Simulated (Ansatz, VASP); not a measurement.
## GaP: VASP beside Ansatz

```
Ga P
1.0
     0.00000    2.57976    2.57976
     2.57976    0.00000    2.57976
     2.57976    2.57976    0.00000
Ga P
1 1
Direct
  0.00000 0.00000 0.00000
  0.50000 0.50000 0.50000
```

Alike in both runs: functional PBE; k mesh 15 × 15 × 15; occupations fermi-dirac, width 0.05 eV; no spin polarisation.

Ansatz relaxed the structure, and its values are those at the end. VASP's run is a single point on that final structure, the one shown.

```csv
,VASP,Ansatz
version,VASP 6.6.1,Ansatz 0.2.0
potentials or method,"VASP PAW PBE potentials, release 64 (Ga_d, P)","PAW with Ansatz's default frozen-core files, scalar-relativistic"
plane-wave cutoff (eV),520,420
valence electrons in the cell,18,18
```

```tsv
	VASP	Ansatz	Ansatz less VASP
pressure (GPa)	0.1	0.0	-0.05
```
